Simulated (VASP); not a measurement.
# AgCl (Pm-3m) in VASP: notebook

Runs on AgCl. Level: PBEsol. Tasks: single point.

Everything below comes from runs of VASP 6.6.1. Logs are shortened: lines on timing, memory, paths and dates and some standing lists are left out, and cuts for length are marked.

## Step 1: The crystal as given

The structure is cubic, space group Pm-3m (No. 221). The conventional cell has a = 3.411 Å, b = 3.411 Å, c = 3.411 Å, α = 90.00°, β = 90.00°, γ = 90.00°. Ag (site symmetry m-3m) is surrounded by 8 Cl at 2.95 Å. Around Cl (site symmetry m-3m) lie 8 Ag at 2.95 Å.

Measurements of this composition are mostly on another form, of space group No. 225.

## Step 2: Single point, PBEsol

INCAR

```
SYSTEM = AgCl
PREC = Accurate
ENCUT = 520
EDIFF = 1E-6
ISMEAR = 0
SIGMA = 0.01
LREAL = .FALSE.
LASPH = .TRUE.
NELM = 80
ALGO = Fast
ISIF = 2
LWAVE = .FALSE.
LCHARG = .TRUE.
GGA = PS
LELF = .TRUE.
LVHAR = .TRUE.
NBANDS = 16
```

KPOINTS

```
Automatic mesh
0
G
  5 5 5
  0 0 0
```

POSCAR

```
AgCl
1.0
    3.4109255069      0.0000000000      0.0000000000
    0.0000000000      3.4109255069      0.0000000000
    0.0000000000      0.0000000000      3.4109255069
Ag Cl
1 1
Direct
    0.0000000000      0.0000000000      0.0000000000
    0.5000000000      0.5000000000      0.5000000000
```

Potentials or basis: VASP PAW PBE potentials, release 64 (Ag, Cl).

On the command line:

```bash
cat potpaw_PBE.64/Ag/POTCAR potpaw_PBE.64/Cl/POTCAR > POTCAR
mpirun -np 1 vasp_std > vasp.out
```

OUTCAR:

```text
SYSTEM = AgCl
   PREC = Accurate
   ENCUT = 520
   EDIFF = 1E-6
   ISMEAR = 0
   LREAL = .FALSE.
   LASPH = .TRUE.
   NELM = 80
   ISIF = 2
   GGA = PS

 ion  position               nearest neighbor table
   1  0.000  0.000  0.000-   2 2.95   2 2.95   2 2.95   2 2.95   2 2.95   2 2.95   2 2.95   2 2.95

   2  0.500  0.500  0.500-   1 2.95   1 2.95   1 2.95   1 2.95   1 2.95   1 2.95   1 2.95   1 2.95

  LATTYP: Found a simple cubic cell.
 ALAT       =     3.4109255069

  Lattice vectors:

 A1 = (   3.4109255069,   0.0000000000,   0.0000000000)
 A2 = (   0.0000000000,   3.4109255069,   0.0000000000)
 A3 = (   0.0000000000,   0.0000000000,   3.4109255069)

Analysis of symmetry for initial positions (statically):
=====================================================================
 Subroutine PRICEL returns:
 Original cell was already a primitive cell.

 Routine SETGRP: Setting up the symmetry group for a
 simple cubic supercell.

 Subroutine GETGRP returns: Found 48 space group operations
 (whereof 48 operations were pure point group operations)
 out of a pool of 48 trial point group operations.

The static configuration has the point symmetry O_h .

Analysis of symmetry for dynamics (positions and initial velocities):
=====================================================================
 Subroutine PRICEL returns:
 Original cell was already a primitive cell.

 Routine SETGRP: Setting up the symmetry group for a
 simple cubic supercell.

 Subroutine GETGRP returns: Found 48 space group operations
 (whereof 48 operations were pure point group operations)
 out of a pool of 48 trial point group operations.

The dynamic configuration has the point symmetry O_h .

 Subroutine INISYM returns: Found 48 space group operations
 (whereof 48 operations are pure point group operations),
 and found     1 'primitive' translations

----------------------------------------------------------------------------------------

                                     Primitive cell

  volume of cell :      39.6841

  direct lattice vectors                    reciprocal lattice vectors
     3.410925507  0.000000000  0.000000000     0.293175561  0.000000000  0.000000000
     0.000000000  3.410925507  0.000000000     0.000000000  0.293175561  0.000000000
     0.000000000  0.000000000  3.410925507     0.000000000  0.000000000  0.293175561

  length of vectors
     3.410925507  3.410925507  3.410925507     0.293175561  0.293175561  0.293175561

  position of ions in fractional coordinates (direct lattice)
     0.000000000  0.000000000  0.000000000
     0.500000000  0.500000000  0.500000000

  ion indices of the primitive-cell ions
   primitive index   ion index
                 1           1
                 2           2

----------------------------------------------------------------------------------------

 KPOINTS: Automatic mesh

Automatic generation of k-mesh.
 Grid dimensions read from file:
 generate k-points for:    5    5    5

 Generating k-lattice:

  Cartesian coordinates                     Fractional coordinates (reciprocal lattice)
     0.058635112  0.000000000  0.000000000     0.200000000  0.000000000  0.000000000
     0.000000000  0.058635112  0.000000000     0.000000000  0.200000000  0.000000000
     0.000000000  0.000000000  0.058635112     0.000000000  0.000000000  0.200000000

  Length of vectors
     0.058635112  0.058635112  0.058635112

  Shift w.r.t. Gamma in fractional coordinates (k-lattice)
     0.000000000  0.000000000  0.000000000

 Subroutine IBZKPT returns following result:
 ===========================================

 Found     10 irreducible k-points:

 Following reciprocal coordinates:
            Coordinates               Weight
  0.000000  0.000000  0.000000      1.000000
  0.200000  0.000000  0.000000      6.000000
  0.400000  0.000000  0.000000      6.000000
  0.200000  0.200000  0.000000     12.000000
  0.400000  0.200000  0.000000     24.000000
  0.400000  0.400000  0.000000     12.000000
  0.200000  0.200000  0.200000      8.000000
  0.400000  0.200000  0.200000     24.000000
  0.400000  0.400000  0.200000     24.000000
  0.400000  0.400000  0.400000      8.000000
   k-points           NKPTS =     10   k-points in BZ     NKDIM =     10   number of bands    NBANDS=     16
   number of dos      NEDOS =    301   number of ions     NIONS =      2
   total plane-waves  NPLWV =  21952
   dimension x,y,z NGX =    28 NGY =   28 NGZ =   28
   dimension x,y,z NGXF=    56 NGYF=   56 NGZF=   56
   ions per type =               1   1
   NGX,Y,Z   is equivalent  to a cutoff of  13.65, 13.65, 13.65 a.u.
   NGXF,Y,Z  is equivalent  to a cutoff of  27.29, 27.29, 27.29 a.u.
 SYSTEM =  AgCl
   PREC   = accura    normal or accurate (medium, high low for compatibility)
   ISTART =      0    job   : 0-new  1-cont  2-samecut
   ICHARG =      2    charge: 1-file 2-atom 10-const
   ISPIN  =      1    spin polarized calculation?
   LNONCOLLINEAR =      F non collinear calculations
   LSORBIT =      F    spin-orbit coupling
   LASPH  =      T    aspherical Exc in radial PAW
   ENCUT  =  520.0 eV  38.22 Ry    6.18 a.u.   6.34  6.34  6.34*2*pi/ulx,y,z
   NELM   =     80;   NELMIN=  2; NELMDL= -5     # of ELM steps
   EDIFF  = 0.1E-05   stopping-criterion for ELM
   LREAL  =      F    real-space projection
   EDIFFG = 0.1E-04   stopping-criterion for IOM
   NSW    =      0    number of steps for IOM
   IBRION =     -1    ionic relax: 0-MD 1-quasi-New 2-CG
   NFREE  =      0    steps in history (QN), initial steepest desc. (CG)
   ISIF   =      2    stress and relaxation
   ISYM   =      2    0-nonsym 1-usesym 2-fastsym
   POTIM  = 0.5000    time-step for ionic-motion
   TEBEG  =    0.0;   TEEND  =   0.0 temperature during run
   PSTRESS=    0.0 pullay stress
   NELECT =      18.0000    total number of electrons
   NUPDOWN=      -1.0000    fix difference up-down
   EMIN   =  10.00;   EMAX   =-10.00  energy-range for DOS
   EFERMI =   0.00;   METHOD = LEGACY
   ISMEAR =     0;   SIGMA  =   0.01  broadening in eV -4-tet -1-fermi 0-gaus
   EFERMI_NEDOS =   21; number of points for ismear=-14 and -15
   IALGO  =     68    algorithm
   IMIX   =      4    mixing-type and parameters
     AMIX     =   0.40;   BMIX     =  1.00
     AMIX_MAG =   1.60;   BMIX_MAG =  1.00
  volume/ion in A,a.u.               =      19.84       133.90
  Fermi-wavevector in a.u.,A,eV,Ry     =   1.257844  2.376980 21.526749  1.582171
  Thomas-Fermi vector in A             =   2.391483
   LORBIT       =      0    0 simple, 1 ext, 2 COOP (PROOUT), +10 PAW based schemes
   GGA     = PS    functional components
   LHFCALC =     F    Hartree Fock is set to
   AEXX    =    0.0000 exact exchange contribution
   IVDW    =     0    specifies the selected vdW correction
   LEPSILON=     F    determine dielectric tensor
   LRPA    =     F    only Hartree local field effects (RPA)
 non-spin polarized calculation
 RMM-DIIS sequential band-by-band and
 Gauss-broadening in eV      SIGMA  =   0.01
  energy-cutoff  :      520.00
  volume of cell :       39.68
 maximum number of plane-waves:      1080
 NGX is ok and might be reduce to    28
   NGX = 13   NGY = 13   NGZ = 13

 number of electron      18.0000004 magnetization

 Free energy of the ion-electron system (eV)
  ---------------------------------------------------
  ext. energy  EPLUGINS =         0.00000000
  ---------------------------------------------------
  free energy    TOTEN  =        -5.77888983 eV

  energy without entropy =       -5.77888983  energy(sigma->0) =       -5.77888983

 E-fermi :   3.9928     XC(G=0): -10.7239

 val. band max:        3.9410570601   @ k =   0.4000   0.0000   0.0000
 cond. band min:       4.4595400459   @ k =   0.0000   0.0000   0.0000
 fundamental gap:      0.5184829857
 Fermi energy:         3.9928202537

 k-point     1 :       0.0000    0.0000    0.0000
  band No.  band energies     occupation
      1     -10.6487      2.00000
      2       1.1992      2.00000
      3       1.1992      2.00000
      4       2.1989      2.00000
      5       2.1989      2.00000
      6       2.1989      2.00000
      7       2.4611      2.00000
      8       2.4611      2.00000
      9       2.4611      2.00000
     10       4.4595      0.00000
     11      13.3183      0.00000
     12      13.3183      0.00000
     13      17.6909      0.00000
     14      17.6909      0.00000
     15      17.6909      0.00000
     16      20.4802      0.00000

 k-point     2 :       0.2000    0.0000    0.0000
  band No.  band energies     occupation
      1     -10.4873      2.00000
      2       0.4145      2.00000
      3       1.2531      2.00000
      4       1.5578      2.00000
      5       1.5578      2.00000
      6       1.9937      2.00000
      7       2.2173      2.00000
      8       3.2448      2.00000
      9       3.2448      2.00000
     10       5.9498      0.00000
     11      13.0600      0.00000
     12      13.2964      0.00000
     13      15.9299      0.00000
     14      15.9299      0.00000
     15      17.3393      0.00000
     16      20.3254      0.00000

 k-point     3 :       0.4000    0.0000    0.0000
  band No.  band energies     occupation
      1     -10.1983      2.00000
      2      -1.0022      2.00000
      3       1.1307      2.00000
      4       1.1307      2.00000
      5       1.3426      2.00000
      6       2.2474      2.00000
      7       2.4772      2.00000
      8       3.9411      2.00000
      9       3.9411      2.00000
     10       7.9220      0.00000
     11      10.5802      0.00000
     12      13.2542      0.00000
     13      14.1826      0.00000
     14      14.1826      0.00000
     15      19.9471      0.00000
     16      20.0841      0.00000

 k-point     4 :       0.2000    0.2000    0.0000
  band No.  band energies     occupation
      1     -10.3425      2.00000
      2       0.3203      2.00000
      3       0.8644      2.00000
      4       1.5023      2.00000
      5       1.5074      2.00000
      6       2.0930      2.00000
      7       2.4453      2.00000
      8       2.4481      2.00000
      9       3.4878      2.00000
     10       7.0950      0.00000
     11      12.5488      0.00000
     12      13.5527      0.00000
     13      14.6068      0.00000
     14      15.6605      0.00000
     15      18.2307      0.00000
     16      18.9512      0.00000

 k-point     5 :       0.4000    0.2000    0.0000
  band No.  band energies     occupation
      1     -10.0862      2.00000
      2      -0.6486      2.00000
      3       0.8584      2.00000
      4       1.3207      2.00000
      5       1.4963      2.00000
      6       2.1078      2.00000
      7       2.4649      2.00000
      8       2.9067      2.00000
      9       3.7628      2.00000
     10       8.2272      0.00000
     11      10.5614      0.00000
     12      13.6102      0.00000
     13      14.4250      0.00000
     14      14.8849      0.00000
     15      18.8756      0.00000
     16      20.2689      0.00000

 k-point     6 :       0.4000    0.4000    0.0000
  band No.  band energies     occupation
      1      -9.8921      2.00000
      2       0.0210      2.00000
      3       0.3624      2.00000
      4       1.5442      2.00000
      5       1.7093      2.00000
      6       1.9219      2.00000
      7       2.0693      2.00000
      8       2.4995      2.00000
      9       3.3564      2.00000
     10       7.1533      0.00000
     11      11.9754      0.00000
     12      13.0582      0.00000
     13      15.1403      0.00000
     14      16.4869      0.00000
     15      17.8634      0.00000
     16      20.7912      0.00000

 k-point     7 :       0.2000    0.2000    0.2000
  band No.  band energies     occupation
      1     -10.2073      2.00000
      2       0.6345      2.00000
      3       0.7452      2.00000
      4       0.7452      2.00000
      5       1.7640      2.00000
      6       1.7640      2.00000
      7       2.2966      2.00000
      8       3.1042      2.00000
      9       3.1042      2.00000
     10       7.6262      0.00000
     11      13.1181      0.00000
     12      13.1181      0.00000
     13      13.9126      0.00000
     14      15.8819      0.00000
     15      15.8819      0.00000
     16      22.1186      0.00000

 k-point     8 :       0.4000    0.2000    0.2000
  band No.  band energies     occupation
      1      -9.9699      2.00000
      2      -0.3865      2.00000
      3       0.5327      2.00000
      4       1.4735      2.00000
      5       1.6731      2.00000
      6       1.9629      2.00000
      7       2.1135      2.00000
      8       2.7203      2.00000
      9       3.8045      2.00000
     10       8.1302      0.00000
     11      11.1281      0.00000
     12      11.9059      0.00000
     13      15.3303      0.00000
     14      15.7372      0.00000
     15      17.6926      0.00000
     16      20.6572      0.00000

 k-point     9 :       0.4000    0.4000    0.2000
  band No.  band energies     occupation
      1      -9.7675      2.00000
      2      -0.0633      2.00000
      3       0.0531      2.00000
      4       1.0098      2.00000
      5       1.7957      2.00000
      6       2.1940      2.00000
      7       2.2567      2.00000
      8       2.7815      2.00000
      9       3.6721      2.00000
     10       7.4412      0.00000
     11      10.9089      0.00000
     12      11.4048      0.00000
     13      15.5822      0.00000
     14      16.4684      0.00000
     15      18.7702      0.00000
     16      19.0891      0.00000

 k-point    10 :       0.4000    0.4000    0.4000
  band No.  band energies     occupation
      1      -9.5492      2.00000
      2      -0.2774      2.00000
      3      -0.2774      2.00000
      4      -0.0372      2.00000
      5       2.3654      2.00000
      6       2.3654      2.00000
      7       3.0146      2.00000
      8       3.6769      2.00000
      9       3.6769      2.00000
     10       8.0317      0.00000
     11       9.3705      0.00000
     12       9.3705      0.00000
     13      12.9412      0.00000
     14      19.6037      0.00000
     15      19.6037      0.00000
     16      19.8250      0.00000

------------------------ aborting loop because EDIFF is reached ----------------------------------------

  FORCE on cell =-STRESS in cart. coord.  units (eV):
  Direction    XX          YY          ZZ          XY          YZ          ZX
  --------------------------------------------------------------------------------------
  -------------------------------------------------------------------------------------
  Total       -0.9472797     -0.9472797     -0.9472797     -0.0000000      0.0000000     -0.0000000
  in kB      -38.2447755    -38.2447755    -38.2447755     -0.0000000      0.0000000     -0.0000000
  external PRESSURE =     -38.2447755 kB  Pullay stress =       0.0000000 kB

 VOLUME and BASIS-vectors are now :
 -----------------------------------------------------------------------------
  energy-cutoff  :      520.00
  volume of cell :       39.68
      direct lattice vectors                 reciprocal lattice vectors
     3.410925507  0.000000000  0.000000000     0.293175561  0.000000000  0.000000000
     0.000000000  3.410925507  0.000000000     0.000000000  0.293175561  0.000000000
     0.000000000  0.000000000  3.410925507     0.000000000  0.000000000  0.293175561

 POSITION                                       TOTAL-FORCE (eV/Angst)
 -----------------------------------------------------------------------------------
      0.00000      0.00000      0.00000         0.000000      0.000000      0.000000
      1.70546      1.70546      1.70546         0.000000      0.000000      0.000000
 -----------------------------------------------------------------------------------
    total drift:                               -0.000000      0.000000      0.000000

  FREE ENERGIE OF THE ION-ELECTRON SYSTEM (eV)
  ---------------------------------------------------
  free  energy   TOTEN  =        -5.7788898289 eV

  energy  without entropy=       -5.7788898289  energy(sigma->0) =       -5.77888983
```

Wall time 3.8 s (1 thread of Intel Xeon 6975P-C (Granite Rapids), shared host); peak memory 0.15 GiB.

Results:

```
Free energy            : -5.7789 eV
Pressure               : -3.8 GPa
Band gap on the k mesh : 0.52 eV, indirect (least direct gap 2.00 eV)
```

Levels at points of the mesh, in eV from the valence-band top:
| k point | band 5 | band 6 | band 7 | band 8 | band 9 | band 10 | band 11 | band 12 | band 13 | band 14 |
| --- | --- | --- | --- | --- | --- | --- | --- | --- | --- | --- |
| (0.00, 0.00, 0.00) | -1.74 | -1.74 | -1.48 | -1.48 | -1.48 | 0.52 | 9.38 | 9.38 | 13.75 | 13.75 |

Caveat: the PAW data sets were made with another functional, which shifts forces and pressure a little; an odd mesh through Γ misses points on the zone boundary, where band edges often lie.

## Step 3: Single point, PBEsol

This run uses another cell than the first one, of 20.65 Å³/atom, 1.041 times its volume.

INCAR

```
SYSTEM = AgCl
ALGO     = Fast           ! electronic algorithm
EDIFF    = 1E-6           ! SCF threshold, eV
ENCUT    = 520            ! plane-wave cutoff, eV
GGA      = PS             ! functional
ISIF     = 2              ! what is computed and relaxed
ISMEAR   = 0              ! smearing method
LASPH    = .TRUE.         ! aspherical terms in the spheres
LCHARG   = .FALSE.        ! write CHGCAR
LREAL    = .FALSE.        ! projectors in reciprocal space
LWAVE    = .FALSE.        ! write WAVECAR
NBANDS   = 16             ! bands
NELM     = 60             ! most SCF steps
PREC     = Accurate       ! precision mode
SIGMA    = 0.01           ! smearing width, eV
```

KPOINTS

```
k-points
0
G
  5 5 5
  0 0 0
```

POSCAR

```
AgCl
1.0
    3.4567152058      0.0000000000      0.0000000000
    0.0000000000      3.4567152058      0.0000000000
    0.0000000000      0.0000000000      3.4567152058
Ag Cl
1 1
Direct
    0.0000000000      0.0000000000      0.0000000000
    0.5000000000      0.5000000000      0.5000000000
```

Potentials or basis: VASP PAW PBE potentials, release 64 (Ag, Cl).

On the command line:

```bash
cat potpaw_PBE.64/Ag/POTCAR potpaw_PBE.64/Cl/POTCAR > POTCAR
mpirun -np 1 vasp_std > vasp.out
```

It took 3.5 s on 1 thread of Intel Xeon 6975P-C (Granite Rapids), shared host; peak memory 0.15 GiB.

It converged, with:

```
Free energy            : -5.7329 eV
Pressure               : -5.3 GPa
Band gap on the k mesh : 0.50 eV, indirect (least direct gap 1.86 eV)
```

Levels at points of the mesh, in eV from the valence-band top:
| k point | band 7 | band 8 | band 9 | band 10 | band 11 | band 12 |
| --- | --- | --- | --- | --- | --- | --- |
| (0.00, 0.00, 0.00) | -1.36 | -1.36 | -1.36 | 0.50 | 9.41 | 9.41 |

Caveat: the PAW data sets were made with another functional, which shifts forces and pressure a little; an odd mesh through Γ misses points on the zone boundary, where band edges often lie.

(Continued in part 2 of 2.)
